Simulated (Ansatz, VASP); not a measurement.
# BAs: VASP beside Ansatz

Wanted: the spread between two codes on one cell, functional and k mesh.

Main program and level: Ansatz 0.2.0; plane waves, with VASP 6.6.1 beside it; G0W0 gap at PBE.

**1. Set-up**

Symmetry: F-43m, No. 216, cubic system. Conventional cell: a = 4.777 Å, b = 4.777 Å, c = 4.777 Å, α = 90.00°, β = 90.00°, γ = 90.00°. Nearest to B lie 4 As at 2.07 Å. As has 4 B at 2.07 Å nearest. Farther neighbours are not listed.

Coordinates:

```xyz
2
Lattice="0.0000 2.3885 2.3885 2.3885 0.0000 2.3885 2.3885 2.3885 0.0000" Properties=species:S:1:pos:R:3 pbc="T T T"
B     0.0000    0.0000    0.0000
As    1.1943    1.1943    1.1943
```

**2. VASP: G0W0 gap, PBE**

Quasiparticle shifts depend on high empty states and on the cores, so they are the hardest test of two PAW sets.

Lines of VASP's logs that name or quote its potential files are left out, and so is its time.

The run reads the wave functions of an earlier VASP run, which isn't shown here.

INCAR reads:

```
SYSTEM = BAs
PREC = Accurate
ENCUT = 340
ISMEAR = 0
SIGMA = 0.01
LREAL = .FALSE.
GGA = PE
NBANDS = 88
ALGO = EVGW0
NELMGW = 1
ENCUTGW = 120
NOMEGA = 48
PRECFOCK = Fast
NBANDSGW = 16
LWAVE = .FALSE.
LCHARG = .FALSE.
```

POSCAR reads:

```
BAs
1.0
    0.0000000000      2.3885000000      2.3885000000
    2.3885000000      0.0000000000      2.3885000000
    2.3885000000      2.3885000000      0.0000000000
B As
1 1
Direct
    0.0000000000      0.0000000000      0.0000000000
    0.2500000000      0.2500000000      0.2500000000
```

KPOINTS reads:

```
Automatic mesh
0
Gamma
6 6 6
0 0 0
```

Potentials, in the order of the species: B_GW and As_GW (PBE family, release 64).

On the command line:

```console
$ mpirun -np 8 vasp_std
```

Numbers of over 12 decimals in the logs are rounded to 6 here.

The program printed:

```text
[banner, memory and clock lines left out]
running    8 mpi-ranks, on    1 nodes
 distrk:  each k-point on    8 cores,    1 groups
 distr:  one band on    1 cores,    8 groups

 POSCAR found type information on POSCAR B As
 POSCAR found :  2 types and       2 ions
|                                                                             |
|           W    W    AA    RRRRR   N    N  II  N    N   GGGG   !!!           |
|           W    W   A  A   R    R  NN   N  II  NN   N  G    G  !!!           |
|           W    W  A    A  R    R  N N  N  II  N N  N  G       !!!           |
|           W WW W  AAAAAA  RRRRR   N  N N  II  N  N N  G  GGG   !            |
|           WW  WW  A    A  R   R   N   NN  II  N   NN  G    G                |
|           W    W  A    A  R    R  N    N  II  N    N   GGGG   !!!           |
|                                                                             |
|     For optimal performance we recommend to set                             |
|       NCORE = 2 up to number-of-cores-per-socket                            |
|     NCORE specifies how many cores store one orbital (NPAR=cpu/NCORE).      |
|     This setting can greatly improve the performance of VASP for DFT.       |
|     The default, NCORE=1 might be grossly inefficient on modern             |
|     multi-core architectures or massively parallel machines. Do your        |
|     Unfortunately you need to use the default for GW and RPA                |
|     calculations (for HF NCORE is supported but not extensively tested      |
|     yet).                                                                   |
|                                                                             |

|                                                                             |
|           W    W    AA    RRRRR   N    N  II  N    N   GGGG   !!!           |
|           W    W   A  A   R    R  NN   N  II  NN   N  G    G  !!!           |
|           W    W  A    A  R    R  N N  N  II  N N  N  G       !!!           |
|           W WW W  AAAAAA  RRRRR   N  N N  II  N  N N  G  GGG   !            |
|           WW  WW  A    A  R   R   N   NN  II  N   NN  G    G                |
|           W    W  A    A  R    R  N    N  II  N    N   GGGG   !!!           |
|                                                                             |
|     The default for ENCUTGWSOFT is different in this version of VASP.       |
|     please manually set ENCUTGWSOFT =120 in the INCAR file.                 |
|                                                                             |

 LDA part: xc-table for (Slater+PW92), standard interpolation
 found WAVECAR, reading the header
 POSCAR, INCAR and KPOINTS ok, starting setup
 FFT: planning ... GRIDC
 FFT: planning ... GRID_SOFT
 FFT: planning ... GRID
 reading WAVECAR
 the WAVECAR file was read successfully
 initial charge from wavefunction
 available memory per node:     35.20 GB, setting MAXMEM to     36043

 The Fermi energy was updated, please check that it is located mid-gap
 values below the HOMO (VB) or above the LUMO (CB) will cause erroneous energies
 E-fermi :   6.8067

 calculate exact exchange contribution
 the WAVEDER file was read successfully
energies w=
    0.000    0.000    0.532    0.000    1.061    0.000    1.587    0.000
    2.106    0.000    2.617    0.000    3.120    0.000    3.614    0.000
    4.099    0.000    4.574    0.000    5.042    0.000    5.501    0.000
    5.954    0.000    6.402    0.000    6.846    0.000    7.287    0.000
    7.728    0.000    8.171    0.000    8.616    0.000    9.068    0.000
    9.527    0.000    9.996    0.000   10.478    0.000   10.977    0.000
   11.497    0.000   12.040    0.000   12.613    0.000   13.220    0.000
   13.869    0.000   14.568    0.000   15.327    0.000   16.158    0.000
   17.076    0.000   18.101    0.000   19.257    0.000   20.578    0.000
   22.107    0.000   23.902    0.000   26.049    0.000   28.664    0.000
   31.928    0.000   36.118    0.000   41.696    0.000   49.479    0.000
   61.076    0.000   80.147    0.000  117.185    0.000  219.512    0.000
 responsefunction array rank=      96
 LDA part: xc-table for (Slater+PW92), standard interpolation

 min. memory requirement per mpi rank     92.7 MB, per node    741.8 MB

 allocating   6 responsefunctions rank=    96
 shmem allocating  48 responsefunctions rank=    96
 response function shared by NCSHMEM nodes    1
 Doing            6  frequencies on each core in blocks of           48
NQ=   1    0.0000    0.0000    0.0000,
|.........|.........|.........|.........|.........|.........|.........|.........
 performed        190000 updates of chi_q(r,r)
 total number of BLAS operations          6.43 Gflops
NQ=   2    0.1667    0.0000    0.0000,
|.........|.........|.........|.........|.........|.........|.........|.........
 performed        571000 updates of chi_q(r,r)
 total number of BLAS operations         24.53 Gflops
NQ=   3    0.3333    0.0000    0.0000,
|.........|.........|.........|.........|.........|.........|.........|.........
 performed        952000 updates of chi_q(r,r)
 total number of BLAS operations         41.25 Gflops
NQ=   4    0.5000    0.0000    0.0000,
|.........|.........|.........|.........|.........|.........|.........|.........
 performed       1266000 updates of chi_q(r,r)
 total number of BLAS operations         55.77 Gflops
NQ=   5    0.1667    0.1667    0.0000,
|.........|.........|.........|.........|.........|.........|.........|.........
 performed       1647000 updates of chi_q(r,r)
 total number of BLAS operations         73.41 Gflops
NQ=   6    0.3333    0.1667    0.0000,
|.........|.........|.........|.........|.........|.........|.........|.........
 performed       2270000 updates of chi_q(r,r)
 total number of BLAS operations        104.56 Gflops
NQ=   7    0.5000    0.1667    0.0000,
|.........|.........|.........|.........|.........|.........|.........|.........
 performed       2893000 updates of chi_q(r,r)
 total number of BLAS operations        137.30 Gflops
NQ=   8   -0.3333    0.1667    0.0000,
|.........|.........|.........|.........|.........|.........|.........|.........
 performed       3516000 updates of chi_q(r,r)
 total number of BLAS operations        170.05 Gflops
NQ=   9   -0.1667    0.1667    0.0000,
|.........|.........|.........|.........|.........|.........|.........|.........
 performed       4049000 updates of chi_q(r,r)
 total number of BLAS operations        196.70 Gflops
NQ=  10    0.3333    0.3333    0.0000,
|.........|.........|.........|.........|.........|.........|.........|.........
 performed       4430000 updates of chi_q(r,r)
 total number of BLAS operations        218.24 Gflops
NQ=  11    0.5000    0.3333    0.0000,
|.........|.........|.........|.........|.........|.........|.........|.........
 performed       5053000 updates of chi_q(r,r)
 total number of BLAS operations        253.46 Gflops
NQ=  12   -0.3333    0.3333    0.0000,
|.........|.........|.........|.........|.........|.........|.........|.........
 performed       5586000 updates of chi_q(r,r)
 total number of BLAS operations        281.48 Gflops
NQ=  13    0.5000    0.5000    0.0000,
|.........|.........|.........|.........|.........|.........|.........|.........
 performed       5860000 updates of chi_q(r,r)
 total number of BLAS operations        300.07 Gflops
NQ=  14    0.5000    0.3333    0.1667,
|.........|.........|.........|.........|.........|.........|.........|.........
 performed       6568000 updates of chi_q(r,r)
 total number of BLAS operations        340.06 Gflops
NQ=  15   -0.3333    0.3333    0.1667,
|.........|.........|.........|.........|.........|.........|.........|.........
 performed       7231000 updates of chi_q(r,r)
 total number of BLAS operations        375.74 Gflops
NQ=  16   -0.3333    0.5000    0.1667,
|.........|.........|.........|.........|.........|.........|.........|.........
 performed       7767000 updates of chi_q(r,r)
 total number of BLAS operations        403.21 Gflops
 resolving degeneracies of screened two electron integrals

 calculate QP shifts <psi_nk| G(iteration)W_0 |psi_nk>: iteration 1
 entering main loop
```

From OUTCAR (step 2):

```text
ion  position               nearest neighbor table
   1  0.000  0.000  0.000-   2 2.07   2 2.07   2 2.07   2 2.07
   2  0.250  0.250  0.250-   1 2.07   1 2.07   1 2.07   1 2.07

  LATTYP: Found a face centered cubic cell.
 ALAT       =     4.7770000000

 Subroutine GETGRP returns: Found 24 space group operations
 (whereof 24 operations were pure point group operations)

The static configuration has the point symmetry T_d .

 Found     16 irreducible k-points:

   k-points           NKPTS =     16   k-points in BZ     NKDIM =    216   number of bands    NBANDS=     88

   dimension x,y,z NGX =    20 NGY =   20 NGZ =   20
   dimension x,y,z NGXF=    40 NGYF=   40 NGZF=   40

   ENCUT  =  340.0 eV  24.99 Ry    5.00 a.u.   5.08  5.08  5.08*2*pi/ulx,y,z

   NELECT =       8.0000    total number of electrons

  energy-cutoff  :      340.00
  volume of cell :       27.25
      direct lattice vectors                 reciprocal lattice vectors
     0.000000000  2.388500000  2.388500000    -0.209336404  0.209336404  0.209336404
     2.388500000  0.000000000  2.388500000     0.209336404 -0.209336404  0.209336404
     2.388500000  2.388500000  0.000000000     0.209336404  0.209336404 -0.209336404

 k-points in reciprocal lattice and weights: Automatic mesh
   0.00000000  0.00000000  0.00000000       0.005
   0.16666667  0.00000000  0.00000000       0.037
   0.33333333  0.00000000  0.00000000       0.037
   0.50000000  0.00000000  0.00000000       0.019
   0.16666667  0.16666667  0.00000000       0.028
   0.33333333  0.16666667  0.00000000       0.111
   0.50000000  0.16666667  0.00000000       0.111
  -0.33333333  0.16666667  0.00000000       0.111
  -0.16666667  0.16666667  0.00000000       0.056
[...]
-0.33333333  0.33333333  0.16666667       0.111
  -0.33333333  0.50000000  0.16666667       0.056

 E-fermi :   6.8067

 QP shifts <psi_nk| G(iteration)W_0 |psi_nk>: iteration 1
 for sc-GW calculations column KS-energies equals QP-energies in previous step
 and V_xc(KS)=  KS-energies - (<T + V_ion + V_H > + <T+V_H+V_ion>^1  + <V_x>^1)
 k-point   1 :       0.0000    0.0000    0.0000
  band No.  KS-energies  QP-energies   sigma(KS)   V_xc(KS)     V^pw_x(r,r')   Z            occupation Imag(sigma)
      1      -9.2365      -9.9498     -12.6774     -11.6549     -19.6016       0.6976       2.0000       1.2393
      2       6.1743       5.7354     -13.1437     -12.5865     -13.9902       0.7876       2.0000       0.0694
      3       6.1743       5.7354     -13.1437     -12.5865     -13.9902       0.7876       2.0000       0.0694
      4       6.1743       5.7354     -13.1437     -12.5865     -13.9902       0.7876       2.0000       0.0694
      5       9.4405       9.7996     -10.9319     -11.3898      -6.7578       0.7843       0.0000      -0.0684
      6       9.4405       9.7996     -10.9319     -11.3898      -6.7578       0.7843       0.0000      -0.0684
      7       9.4405       9.7996     -10.9319     -11.3898      -6.7578       0.7843       0.0000      -0.0684
      8      10.8291      11.4690     -11.7765     -12.6195      -6.6662       0.7591       0.0000      -0.1047
    ...

 k-point   2 :       0.1667    0.0000    0.0000
  band No.  KS-energies  QP-energies   sigma(KS)   V_xc(KS)     V^pw_x(r,r')   Z            occupation Imag(sigma)
      1      -8.7832      -9.4887     -12.6991     -11.6950     -19.4607       0.7026       2.0000       1.1869
      2       3.2123       2.6622     -12.7602     -12.0461     -14.5714       0.7704       2.0000       0.0986
      3       5.4914       5.0362     -12.9833     -12.4031     -14.0149       0.7848       2.0000       0.0724
      4       5.4914       5.0362     -12.9833     -12.4031     -14.0149       0.7848       2.0000       0.0724
      5       9.4592       9.8559     -11.1228     -11.6312      -6.7505       0.7804       0.0000      -0.0747
      6      10.3277      10.7055     -11.0614     -11.5471      -6.6000       0.7779       0.0000      -0.0797
      7      10.3277      10.7055     -11.0614     -11.5471      -6.6000       0.7779       0.0000      -0.0797
      8      12.8060      13.3093     -11.5649     -12.2357      -6.0004       0.7502       0.0000      -0.1531
    ...

 k-point   3 :       0.3333    0.0000    0.0000
  band No.  KS-energies  QP-energies   sigma(KS)   V_xc(KS)     V^pw_x(r,r')   Z            occupation Imag(sigma)
      1      -7.5163      -8.1820     -12.7788     -11.8490     -19.0884       0.7159       2.0000       1.0272
      2      -0.5728      -1.2364     -12.5236     -11.6200     -16.0098       0.7344       2.0000       0.2425
      3       4.6567       4.1560     -12.9689     -12.3271     -14.3613       0.7802       2.0000       0.0819
      4       4.6567       4.1560     -12.9689     -12.3271     -14.3613       0.7802       2.0000       0.0819
      5       9.0191       9.3829     -11.1506     -11.6158      -6.8115       0.7819       0.0000      -0.0741
      6      10.9931      11.3359     -10.7378     -11.1792      -5.9786       0.7767       0.0000      -0.0967
      7      10.9931      11.3359     -10.7378     -11.1792      -5.9786       0.7767       0.0000      -0.0967
      8      14.8480      15.1645     -10.4065     -10.8306      -4.1423       0.7463       0.0000      -0.2605
    ...

 k-point   4 :       0.5000    0.0000    0.0000
  band No.  KS-energies  QP-energies   sigma(KS)   V_xc(KS)     V^pw_x(r,r')   Z            occupation Imag(sigma)
      1      -6.3629      -6.9732     -12.9736     -12.1298     -18.8413       0.7233       2.0000       0.8663
      2      -2.6208      -3.3256     -12.2396     -11.2614     -16.6490       0.7205       2.0000       0.4194
      3       4.3508       3.8326     -12.9889     -12.3231     -14.5226       0.7784       2.0000       0.0859
      4       4.3508       3.8326     -12.9889     -12.3231     -14.5226       0.7784       2.0000       0.0859
      5       8.8473       9.1990     -11.1722     -11.6216      -6.8565       0.7824       0.0000      -0.0737
      6      10.9452      11.2443     -10.5030     -10.8864      -5.7470       0.7802       0.0000      -0.0976
      7      10.9452      11.2443     -10.5030     -10.8864      -5.7470       0.7802       0.0000      -0.0976
      8      15.0342      15.1791      -9.4634      -9.6552      -3.3023       0.7557       0.0000      -0.2609
    ...

[... 4 further parts left out ...]
```

(Continued in part 2 of 2.)

[Lines on the potential files, build, host, timing and source positions are cut from VASP's logs without a mark.]

[Logs are printed without paths, hosts, clocks, repeated set-up lines and the standing remarks that a program may print on its own settings, such as how far it seeks lower states.]

[Hosts, paths, dates, database ids (printed as entryN), source tags and the programs' standing remarks are cut or masked in the printed files.]
